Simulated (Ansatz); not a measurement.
# BeTe and BeS in the zinc blende type

Theory: DFT PBE, scalar-relativistic, plane waves, PAW (Ansatz). All cells share a 420 eV cutoff and Γ-centred k meshes spaced about 0.3 Å⁻¹ or finer (0.25 for metals, 2π included). No spin polarisation.

Formation energies are uncorrected and refer to the elements' standard structures at the same level.

BeTe in the zinc blende type (F-43m (No. 216); COD) has a = 5.664 Å, 22.71 Å³/atom, shortest distance 2.45 Å (Be–Te), formation energy -0.361 eV/atom, a gap of 2.03 eV on its mesh:

```
Be Te
1.0
     0.00000    2.83201    2.83201
     2.83201    0.00000    2.83201
     2.83201    2.83201    0.00000
Be Te
1 1
Cartesian
  0.0000 0.0000 0.0000
  4.2480 4.2480 4.2480
```

Problem. Predict cell, gap and energy of BeS in the same type.

Solution. BeS (COD) has a = 4.876 Å, 14.49 Å³/atom, shortest distance 2.11 Å (Be–S), formation energy -1.070 eV/atom, a gap of 3.15 eV on its mesh. The volume per atom changes by -36.2 % and the formation energy by -0.709 eV/atom (from unrounded values). The gap widens by 1.12 eV. The covalent radius goes from 1.38 Å (Te) to 1.05 Å (S), a change of -0.33 Å, and the shortest distance changes by -0.34 Å; the electronegativity goes from 2.10 to 2.58.

```
Be S
1.0
     0.00000    2.43801    2.43801
     2.43801    0.00000    2.43801
     2.43801    2.43801    0.00000
Be S
1 1
Direct
  0.75000 0.75000 0.75000
  0.50000 0.50000 0.50000
```

Spin–orbit coupling, which can matter for Te, is left out. Kohn–Sham gaps at this level usually fall short of measured ones. The missing spin–orbit coupling can work the other way here. The reference forms of S and Te are held partly by dispersion forces, which this level lacks. Whether either cell is stable depends on other phases, which aren't compared here.
